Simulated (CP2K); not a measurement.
The system is Ta.

```
Ta
1.0
     2.86010    0.00000    0.00000
    -0.95337    2.69653    0.00000
    -0.95337   -1.34826    2.33526
Ta
1
Direct
  0.00000 0.00000 0.00000
```

| Item | Value |
| --- | --- |
| Program | CP2K 2026.2 |
| Task | single point |
| Functional | PBEsol |
| Potentials or basis | POTENTIAL_UZH Ta GTH-PBE-q13; TZVP-MOLOPT-PBE-GTH basis |
| Density cutoff | 6123 eV |
| k mesh | 11 × 11 × 11 |
| Occupations | fermi-dirac, width 0.05 eV |
| Spin | no spin polarisation |

On this cell: pressure -4.0 GPa; band gap on the k mesh none (metal or under the smearing width).

The same run follows on a disturbed copy (cell strained at random at fixed volume):

```
CELL_PARAMETERS angstrom
2.83179 0.00000 0.00000
-0.95658 2.72526 0.00000
-0.89837 -1.26146 2.33374
ATOMIC_POSITIONS crystal
Ta 0.00191 0.97643 0.99590
```

**Question.** What changes?

**Answer.** The energy (extrapolated to zero smearing) moves by +15.3 meV/atom; pressure -3.6 GPa; band gap on the k mesh none (metal or under the smearing width).

Stress tensor (GPa, compression positive):
```
-1.52  0.45 -2.00
 0.45 -5.61 -3.80
-2.00 -3.80 -3.58
```

Caveats: the potentials were made for another functional, which shifts forces and pressure; the basis of atomic orbitals isn't converged, which shifts pressures, moduli and gaps.
